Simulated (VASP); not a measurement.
# Au (Fm-3m) in VASP: notebook

The runs below take Au through relaxation of cell and atoms, with LDA.

Everything below comes from runs of VASP 6.6.1. Logs are shortened: lines on timing, memory, paths and dates and some standing lists are left out, and cuts for length are marked.

### Step 1. The crystal as given

The structure is cubic, space group Fm-3m (No. 225). The conventional cell has a = 4.070 Å, b = 4.070 Å, c = 4.070 Å, α = 90.00°, β = 90.00°, γ = 90.00°. Around Au (site symmetry m-3m) lie 12 Au at 2.88 Å.

### Step 2. Relaxation of cell and atoms, LDA

Contents of INCAR:

```
SYSTEM = Au
PREC = Accurate ; ENCUT = 600
EDIFF = 1E-6 ; ISMEAR = 1
SIGMA = 0.1 ; LREAL = .False.
LASPH = .True. ; NELM = 80
ALGO = Normal ; ISIF = 3
LWAVE = .False. ; LCHARG = .False.
GGA = CA ; IBRION = 2
NSW = 90 ; EDIFFG = -0.01
```

Contents of KPOINTS:

```
Automatic mesh
0
Gamma
  18 18 18
  0 0 0
```

Contents of POSCAR:

```
Au
1.0
    0.0000000000      2.0350000000      2.0350000000
    2.0350000000      0.0000000000      2.0350000000
    2.0350000000      2.0350000000      0.0000000000
Au
1
Direct
    0.0000000000      0.0000000000      0.0000000000
```

Potentials or basis: VASP PAW LDA potentials, release 64 (Au).

Launch:

```
> cat potpaw_LDA.64/Au/POTCAR > POTCAR
> mpirun -np 1 vasp_std > vasp.out
```

OUTCAR:

```text
SYSTEM = Au
   PREC = Accurate
   ENCUT = 600
   EDIFF = 1E-6
   ISMEAR = 1
   LREAL = .False.
   LASPH = .True.
   NELM = 80
   ISIF = 3
   GGA = CA
   IBRION = 2
   NSW = 90
   EDIFFG = -0.01

 ion  position               nearest neighbor table
   1  0.000  0.000  0.000-

  LATTYP: Found a face centered cubic cell.
 ALAT       =     4.0700000000

  Lattice vectors:

 A1 = (   0.0000000000,   2.0350000000,   2.0350000000)
 A2 = (   2.0350000000,   0.0000000000,   2.0350000000)
 A3 = (   2.0350000000,   2.0350000000,   0.0000000000)

Analysis of symmetry for initial positions (statically):
=====================================================================
 Subroutine PRICEL returns:
 Original cell was already a primitive cell.

 Routine SETGRP: Setting up the symmetry group for a
 face centered cubic supercell.

 Subroutine GETGRP returns: Found 48 space group operations
 (whereof 48 operations were pure point group operations)
 out of a pool of 48 trial point group operations.

The static configuration has the point symmetry O_h .

Analysis of symmetry for dynamics (positions and initial velocities):
=====================================================================
 Subroutine PRICEL returns:
 Original cell was already a primitive cell.

 Routine SETGRP: Setting up the symmetry group for a
 face centered cubic supercell.

 Subroutine GETGRP returns: Found 48 space group operations
 (whereof 48 operations were pure point group operations)
 out of a pool of 48 trial point group operations.

The dynamic configuration has the point symmetry O_h .

 Subroutine INISYM returns: Found 48 space group operations
 (whereof 48 operations are pure point group operations),
 and found     1 'primitive' translations

----------------------------------------------------------------------------------------

                                     Primitive cell

  volume of cell :      16.8548

  direct lattice vectors                    reciprocal lattice vectors
     0.000000000  2.035000000  2.035000000    -0.245700246  0.245700246  0.245700246
     2.035000000  0.000000000  2.035000000     0.245700246 -0.245700246  0.245700246
     2.035000000  2.035000000  0.000000000     0.245700246  0.245700246 -0.245700246

  length of vectors
     2.877924599  2.877924599  2.877924599     0.425565309  0.425565309  0.425565309

  position of ions in fractional coordinates (direct lattice)
     0.000000000  0.000000000  0.000000000

  ion indices of the primitive-cell ions
   primitive index   ion index
                 1           1

----------------------------------------------------------------------------------------

 KPOINTS: Automatic mesh

Automatic generation of k-mesh.
 Grid dimensions read from file:
 generate k-points for:   18   18   18

 Generating k-lattice:

  Cartesian coordinates                     Fractional coordinates (reciprocal lattice)
    -0.013650014  0.013650014  0.013650014     0.055555556  0.000000000  0.000000000
     0.013650014 -0.013650014  0.013650014     0.000000000  0.055555556  0.000000000
     0.013650014  0.013650014 -0.013650014     0.000000000  0.000000000  0.055555556

  Length of vectors
     0.023642517  0.023642517  0.023642517

  Shift w.r.t. Gamma in fractional coordinates (k-lattice)
     0.000000000  0.000000000  0.000000000

 Subroutine IBZKPT returns following result:
 ===========================================

 Found    195 irreducible k-points:

 Following reciprocal coordinates:
            Coordinates               Weight
  0.000000  0.000000  0.000000      1.000000
  0.055556  0.000000  0.000000      8.000000
  0.111111  0.000000  0.000000      8.000000
  0.166667  0.000000  0.000000      8.000000
  0.222222  0.000000  0.000000      8.000000
  0.277778  0.000000  0.000000      8.000000
[... 16 lines left out ...]
 -0.277778  0.055556  0.000000     24.000000
 -0.222222  0.055556  0.000000     24.000000
 [... further k-points ...]
   k-points           NKPTS =    195   k-points in BZ     NKDIM =    195   number of bands    NBANDS=      9
   number of dos      NEDOS =    301   number of ions     NIONS =      1
   total plane-waves  NPLWV =  13824
   dimension x,y,z NGX =    24 NGY =   24 NGZ =   24
   dimension x,y,z NGXF=    48 NGYF=   48 NGZF=   48
   ions per type =               1
   NGX,Y,Z   is equivalent  to a cutoff of  13.86, 13.86, 13.86 a.u.
   NGXF,Y,Z  is equivalent  to a cutoff of  27.73, 27.73, 27.73 a.u.
 SYSTEM =  Au
   PREC   = accura    normal or accurate (medium, high low for compatibility)
   ISTART =      0    job   : 0-new  1-cont  2-samecut
   ICHARG =      2    charge: 1-file 2-atom 10-const
   ISPIN  =      1    spin polarized calculation?
   LNONCOLLINEAR =      F non collinear calculations
   LSORBIT =      F    spin-orbit coupling
   LASPH  =      T    aspherical Exc in radial PAW
   ENCUT  =  600.0 eV  44.10 Ry    6.64 a.u.   5.75  5.75  5.75*2*pi/ulx,y,z
   NELM   =     80;   NELMIN=  2; NELMDL= -5     # of ELM steps
   EDIFF  = 0.1E-05   stopping-criterion for ELM
   LREAL  =      F    real-space projection
   EDIFFG = -.1E-01   stopping-criterion for IOM
   NSW    =     90    number of steps for IOM
   IBRION =      2    ionic relax: 0-MD 1-quasi-New 2-CG
   NFREE  =      1    steps in history (QN), initial steepest desc. (CG)
   ISIF   =      3    stress and relaxation
   ISYM   =      2    0-nonsym 1-usesym 2-fastsym
   POTIM  = 0.5000    time-step for ionic-motion
   TEBEG  =    0.0;   TEEND  =   0.0 temperature during run
   PSTRESS=    0.0 pullay stress
   NELECT =      11.0000    total number of electrons
   NUPDOWN=      -1.0000    fix difference up-down
   EMIN   =  10.00;   EMAX   =-10.00  energy-range for DOS
   EFERMI =   0.00;   METHOD = LEGACY
   ISMEAR =     1;   SIGMA  =   0.10  broadening in eV -4-tet -1-fermi 0-gaus
   EFERMI_NEDOS =   21; number of points for ismear=-14 and -15
   IALGO  =     38    algorithm
   IMIX   =      4    mixing-type and parameters
     AMIX     =   0.40;   BMIX     =  1.00
     AMIX_MAG =   1.60;   BMIX_MAG =  1.00
  volume/ion in A,a.u.               =      16.85       113.74
  Fermi-wavevector in a.u.,A,eV,Ry     =   1.420032  2.683470 27.436005  2.016489
  Thomas-Fermi vector in A             =   2.540990
   LORBIT       =      0    0 simple, 1 ext, 2 COOP (PROOUT), +10 PAW based schemes
   GGA     = CA    functional components
   LHFCALC =     F    Hartree Fock is set to
   AEXX    =    0.0000 exact exchange contribution
   IVDW    =     0    specifies the selected vdW correction
   LEPSILON=     F    determine dielectric tensor
   LRPA    =     F    only Hartree local field effects (RPA)
 conjugate gradient relaxation of ions
 non-spin polarized calculation
 Methfessel and Paxton  Order N= 1 SIGMA  =   0.10
  energy-cutoff  :      600.00
  volume of cell :       16.85
 maximum number of plane-waves:       588
   NGX = 11   NGY = 11   NGZ = 11

--------------------------------------- Ionic step        1  -------------------------------------------

 number of electron      10.9999999 magnetization

 Free energy of the ion-electron system (eV)
  ---------------------------------------------------
  ext. energy  EPLUGINS =         0.00000000
  ---------------------------------------------------
  free energy    TOTEN  =        -4.44375655 eV

  energy without entropy =       -4.44359365  energy(sigma->0) =       -4.44370225

------------------------ aborting loop because EDIFF is reached ----------------------------------------

  FORCE on cell =-STRESS in cart. coord.  units (eV):
  Direction    XX          YY          ZZ          XY          YZ          ZX
  --------------------------------------------------------------------------------------
  -------------------------------------------------------------------------------------
  Total       -0.2518969     -0.2518969     -0.2518969     -0.0000000     -0.0000000      0.0000000
  in kB      -23.9447419    -23.9447419    -23.9447419     -0.0000000     -0.0000000      0.0000000
  external PRESSURE =     -23.9447419 kB  Pullay stress =       0.0000000 kB

 VOLUME and BASIS-vectors are now :
 -----------------------------------------------------------------------------
  energy-cutoff  :      600.00
  volume of cell :       16.85
      direct lattice vectors                 reciprocal lattice vectors
     0.000000000  2.035000000  2.035000000    -0.245700246  0.245700246  0.245700246
     2.035000000  0.000000000  2.035000000     0.245700246 -0.245700246  0.245700246
     2.035000000  2.035000000  0.000000000     0.245700246  0.245700246 -0.245700246

 POSITION                                       TOTAL-FORCE (eV/Angst)
 -----------------------------------------------------------------------------------
      0.00000      0.00000      0.00000         0.000000     -0.000000      0.000000
 -----------------------------------------------------------------------------------
    total drift:                               -0.000000     -0.000000     -0.000000

  FREE ENERGIE OF THE ION-ELECTRON SYSTEM (eV)
  ---------------------------------------------------
  free  energy   TOTEN  =        -4.4437565485 eV

  energy  without entropy=       -4.4435936457  energy(sigma->0) =       -4.44370225

--------------------------------------- Ionic step        2  -------------------------------------------

 number of electron      11.0000000 magnetization

 E-fermi :  10.1010     XC(G=0): -13.2605

 val. band max:       10.0877154403   @ k =   0.5000   0.1667   0.0556
 cond. band min:      10.1289604176   @ k =   0.5000   0.2778   0.1111
 fundamental gap:      0.0412449773
 Fermi energy:        10.1010065830

 k-point     1 :       0.0000    0.0000    0.0000
  band No.  band energies     occupation
      1      -0.3160      2.00000
      2       5.1384      2.00000
      3       5.1384      2.00000
      4       5.1384      2.00000
      5       6.8114      2.00000
      6       6.8114      2.00000
      7      24.5212      0.00000
      8      28.7527      0.00000
      9      28.7527      0.00000

 k-point     2 :       0.0556    0.0000    0.0000
  band No.  band energies     occupation
      1      -0.2031      2.00000
      2       5.0987      2.00000
      3       5.1790      2.00000
      4       5.1790      2.00000
      5       6.7919      2.00000
      6       6.7919      2.00000
      7      24.6670      0.00000
      8      28.0559      0.00000
      9      28.8987      0.00000
[... 286 lines left out ...]
 POSITION                                       TOTAL-FORCE (eV/Angst)
 -----------------------------------------------------------------------------------
     -0.00000      2.01027      2.01027         0.000000      0.000000      0.000000
 -----------------------------------------------------------------------------------
    total drift:                               -0.000000     -0.000000      0.000000

  FREE ENERGIE OF THE ION-ELECTRON SYSTEM (eV)
  ---------------------------------------------------
  free  energy   TOTEN  =        -4.4395641248 eV

  energy  without entropy=       -4.4394973471  energy(sigma->0) =       -4.43954187

--------------------------------------- Ionic step        3  -------------------------------------------

 number of electron      10.9999999 magnetization

 Free energy of the ion-electron system (eV)
  ---------------------------------------------------
  ext. energy  EPLUGINS =         0.00000000
  ---------------------------------------------------
  free energy    TOTEN  =        -4.44539271 eV

  energy without entropy =       -4.44524104  energy(sigma->0) =       -4.44534216

 E-fermi :   9.6680     XC(G=0): -13.1212

 val. band max:        9.6657395824   @ k =   0.4444   0.4444   0.0000
 cond. band min:       9.6844163193   @ k =   0.5000   0.2778   0.1111
 fundamental gap:      0.0186767369
 Fermi energy:         9.6679605448

 k-point     1 :       0.0000    0.0000    0.0000
  band No.  band energies     occupation
      1      -0.4756      2.00000
      2       4.8540      2.00000
      3       4.8540      2.00000
      4       4.8540      2.00000
      5       6.4587      2.00000
      6       6.4587      2.00000
      7      24.1442      0.00000
      8      28.2364      0.00000
      9      28.2364      0.00000

 k-point     2 :       0.0556    0.0000    0.0000
  band No.  band energies     occupation
      1      -0.3651      2.00000
      2       4.8162      2.00000
      3       4.8931      2.00000
      4       4.8931      2.00000
      5       6.4403      2.00000
      6       6.4403      2.00000
      7      24.2822      0.00000
      8      27.5384      0.00000
      9      28.3745      0.00000
[... 286 lines left out ...]
 POSITION                                       TOTAL-FORCE (eV/Angst)
 -----------------------------------------------------------------------------------
      0.00000      0.00000      0.00000        -0.000000     -0.000000      0.000000
 -----------------------------------------------------------------------------------
    total drift:                               -0.000000     -0.000000     -0.000000

  FREE ENERGIE OF THE ION-ELECTRON SYSTEM (eV)
  ---------------------------------------------------
  free  energy   TOTEN  =        -4.4453927142 eV

  energy  without entropy=       -4.4452410394  energy(sigma->0) =       -4.44534216

 reached required accuracy - stopping structural energy minimisation
```

Wall time 82 s (1 thread of AMD EPYC 7R43 (Zen 3), shared host); peak memory 0.13 GiB.

What came out:

```yaml
Free_energy: -4.4454 eV
Relaxed_volume: 16.64 Å³/atom
Relaxed_cell: a = 2.866 Å, b = 2.866 Å, c = 2.866 Å, α = 60.00°, β = 60.00°, γ = 60.00°
Space_group_after_relaxing_to_0.05_Å: Fm-3m (No. 225)
Energy_gained_by_relaxing: 1.6 meV/atom
Ionic_steps: 3
Pressure_after_relaxing: 0.0 GPa
Band_gap_on_the_k_mesh: none (metal or under the smearing width)
```

Step by step:
| step | energy change (eV) | largest force (eV/Å) | pressure (GPa) | volume (Å³) |
| --- | --- | --- | --- | --- |
| 1 | 0.0000 | 0.0000 | -2.39 | 16.85 |
| 2 | 0.0042 | 0.0000 | 4.91 | 16.25 |
| 3 | -0.0016 | 0.0000 | -0.01 | 16.64 |

Final structure:
```yaml
crystal:
  lattice:
    - [0.00000, 2.02633, 2.02633]
    - [2.02633, 0.00000, 2.02633]
    - [2.02633, 2.02633, 0.00000]
  atoms:
    - { symbol: Au, position: [0.00000, 0.00000, 0.00000] }
```

### Step 3. Relaxation of cell and atoms, LDA

This run uses another cell than the first one, of 16.64 Å³/atom, 0.987 times its volume.

Contents of INCAR:

```
SYSTEM = Au
PREC = Accurate ; ENCUT = 600
EDIFF = 1E-7 ; ISMEAR = 1
SIGMA = 0.1 ; LREAL = .False.
LASPH = .True. ; NELM = 80
ALGO = Normal ; ISIF = 3
LWAVE = .False. ; LCHARG = .False.
GGA = CA ; IBRION = 2
NSW = 90 ; EDIFFG = -0.005
```

KPOINTS is that of step 2.

Contents of POSCAR:

```
Au                                      
1.0
   -0.0000000000      2.0263307472      2.0263307472
    2.0263307472      0.0000000000      2.0263307472
    2.0263307472      2.0263307472      0.0000000000
  Au            
     1
Direct
     0.0000000000000000    0.0000000000000000    0.0000000000000000
```

Potentials or basis: VASP PAW LDA potentials, release 64 (Au).

Launch:

```
> cat potpaw_LDA.64/Au/POTCAR > POTCAR
> mpirun -np 1 vasp_std > vasp.out
```

OUTCAR:

```text
SYSTEM = Au
   PREC = Accurate
   ENCUT = 600
   EDIFF = 1E-7
   ISMEAR = 1
   LREAL = .False.
   LASPH = .True.
   NELM = 80
   ISIF = 3
   GGA = CA
   IBRION = 2
   NSW = 90
   EDIFFG = -0.005

 ion  position               nearest neighbor table
   1  0.000  0.000  0.000-

  LATTYP: Found a face centered cubic cell.
 ALAT       =     4.0526614944

  Lattice vectors:

 A1 = (   0.0000000000,   2.0263307472,   2.0263307472)
 A2 = (   2.0263307472,   0.0000000000,   2.0263307472)
[... 471 lines left out ...]
 [... further k-points ...]

------------------------ aborting loop because EDIFF is reached ----------------------------------------

  FORCE on cell =-STRESS in cart. coord.  units (eV):
  Direction    XX          YY          ZZ          XY          YZ          ZX
  --------------------------------------------------------------------------------------
  -------------------------------------------------------------------------------------
  Total       -0.0024204     -0.0024204     -0.0024204      0.0000000      0.0000000     -0.0000000
  in kB       -0.2330409     -0.2330409     -0.2330409      0.0000000      0.0000000     -0.0000000
  external PRESSURE =      -0.2330409 kB  Pullay stress =       0.0000000 kB

 VOLUME and BASIS-vectors are now :
 -----------------------------------------------------------------------------
  energy-cutoff  :      600.00
  volume of cell :       16.64
      direct lattice vectors                 reciprocal lattice vectors
     0.000000000  2.026330747  2.026330747    -0.246751425  0.246751425  0.246751425
     2.026330747  0.000000000  2.026330747     0.246751425 -0.246751425  0.246751425
     2.026330747  2.026330747  0.000000000     0.246751425  0.246751425 -0.246751425

 POSITION                                       TOTAL-FORCE (eV/Angst)
 -----------------------------------------------------------------------------------
      0.00000      0.00000      0.00000         0.000000      0.000000     -0.000000
 -----------------------------------------------------------------------------------
    total drift:                                0.000000     -0.000000     -0.000000

  FREE ENERGIE OF THE ION-ELECTRON SYSTEM (eV)
  ---------------------------------------------------
  free  energy   TOTEN  =        -4.4453542741 eV

  energy  without entropy=       -4.4452026008  energy(sigma->0) =       -4.44530372

 reached required accuracy - stopping structural energy minimisation
```

Run time: 61 s. Hardware: 1 thread of AMD EPYC 7R43 (Zen 3), shared host; peak memory 0.13 GiB.

What came out:

```
Free energy             : -4.4454 eV
Pressure after relaxing : 0.0 GPa
Band gap on the k mesh  : none (metal or under the smearing width)
```

Final structure:
```
Au
1.0
     0.00000    2.02633    2.02633
     2.02633    0.00000    2.02633
     2.02633    2.02633    0.00000
Au
1
Direct
  0.00000 0.00000 0.00000
```

Levels at points of the mesh, in eV from the Fermi level:
| k point | band 3 | band 4 | band 5 | band 6 | band 7 | band 8 | band 9 |
| --- | --- | --- | --- | --- | --- | --- | --- |
| (0.00, 0.00, 0.00) | -4.81 | -4.81 | -3.21 | -3.21 | 14.48 | 18.57 | 18.57 |
| (0.50, 0.00, 0.00) | -4.85 | -1.95 | -1.95 | -1.09 | 3.21 | 13.94 | 17.22 |
| (0.50, 0.50, 0.00) | -1.99 | -1.61 | -1.61 | 0.92 | 5.97 | 10.01 | 10.01 |

Caveat: the relaxation stopped at its first step, so nothing moved. Spin-orbit coupling is left out, which matters for the levels of Au.
